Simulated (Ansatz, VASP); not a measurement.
**Two plane-wave programs on TiB2**

Contents of INCAR:

```
  ALGO = Normal
  EDIFF = 1E-6
  ENCUT = 520
  GGA = PE
  ISIF = 2
  ISMEAR = 0
  LASPH = T
  LCHARG = F
  LREAL = F
  LWAVE = F
  NBANDS = 16
  NELM = 80
  PREC = Accurate
  SIGMA = 0.15
```

KPOINTS

```
k-points
0
Gamma
  18 18 16
```

POSCAR

```
TiB2
1.0
    2.9828962221      0.0000000000      0.0000000000
   -1.4914481111      2.5832639052      0.0000000000
    0.0000000000      0.0000000000      3.3308275631
Ti B
1 2
Direct
    0.0000000000      0.0000000000      0.0000000000
    0.3333333333      0.6666666667      0.5000000000
    0.6666666667      0.3333333333      0.5000000000
```

Input for Ansatz:

```yaml
crystal:
  lattice:
    - [2.9828962221, 0.0, 0.0]
    - [-1.4914481111, 2.5832639052, 0.0]
    - [0.0, 0.0, 3.3308275631]
  atoms:
    - { symbol: Ti, position: [0.0, 0.0, 0.0] }
    - { symbol: B, position: [0.3333333333, 0.6666666667, 0.5] }
    - { symbol: B, position: [0.6666666667, 0.3333333333, 0.5] }
basis:
  ecutwfc: 420
kpoints:
  mp_grid: { grid: [18, 18, 16] }
hamiltonian:
  xc: pbe
scf:
  occupations: { method: gaussian, width: 0.15 }
output:
  forces: true
  stress: true
  eigenvalues: true
```

Alike in both runs: task single point; functional PBE; k mesh 18 × 18 × 16; occupations gaussian, width 0.15 eV; no spin polarisation.

```csv
,VASP,Ansatz
version,VASP 6.6.1,Ansatz 0.2.0
potentials or method,"VASP PAW PBE potentials, release 64 (Ti_sv, B)","scalar-relativistic, plane waves, PAW"
plane-wave cutoff (eV),520,420
valence electrons in the cell,18,18
```

VASP gave:

```
gap on the k mesh at the Fermi level (eV)       : none
pressure (GPa)                                  : 2.3
largest component of the traceless stress (GPa) : 13.47
```

Problem. What did Ansatz give for the same quantities?

Solution. gap on the k mesh at the Fermi level (eV): none; pressure (GPa): 2.1; largest component of the traceless stress (GPa): 13.50.

A gap of «none» marks a metal or a gap that the smearing closes. With one functional, cell and mesh, what is left measures potentials, basis and numerics.
